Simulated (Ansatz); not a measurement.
## LDA, PBE, PBEsol and r²SCAN on CdTe

```yaml
crystal:
  lattice:
    - [0.00000, 3.20500, 3.20500]
    - [3.20500, 0.00000, 3.20500]
    - [3.20500, 3.20500, 0.00000]
  atoms:
    - { symbol: Cd, position: [0.00000, 0.00000, 0.00000] }
    - { symbol: Te, position: [0.75000, 0.75000, 0.75000] }
```

Atom numbers follow the list: Cd1, Te2.

The cell is COD entry 1010539, as deposited and not checked against the literature; nothing was relaxed. It differs from other determinations.

No spin–orbit coupling, which matters for the heavy atoms here.

One fixed cell is solved with several functionals by PAW with the default files in Ansatz 0.2.0, scalar-relativistically. A positive pressure means that the functional wants a larger cell.

The PAW files were made with PBE; their cores are remade for each functional.

The runs use a Γ-centred 9×9×9 k mesh, Fermi–Dirac smearing of 0.08 eV, cutoff 420 eV, no spin polarisation.

Cutoffs: PBE 420 eV, LDA 420 eV, PBEsol 420 eV, r²SCAN 500 eV.

Q: Order the settings by the pressure that they give at this fixed cell, lowest first.
A. PBE
B. LDA
C. r²SCAN
D. PBEsol

A: B (-0.03 GPa), D (1.66 GPa), C (3.23 GPa), A (4.24 GPa).

| setting | P (GPa) | gap over the k mesh and a high-symmetry path (eV) | lowest level at Γ above −25 eV, from the valence-band top or, without a gap, the Fermi level (eV) |
| --- | --- | --- | --- |
| PBE | 4.24 | 0.87 | -11.37 |
| LDA | -0.03 | 0.61 | -11.47 |
| PBEsol | 1.66 | 0.76 | -11.41 |
| r²SCAN | 3.23 | 1.39 | -11.72 |
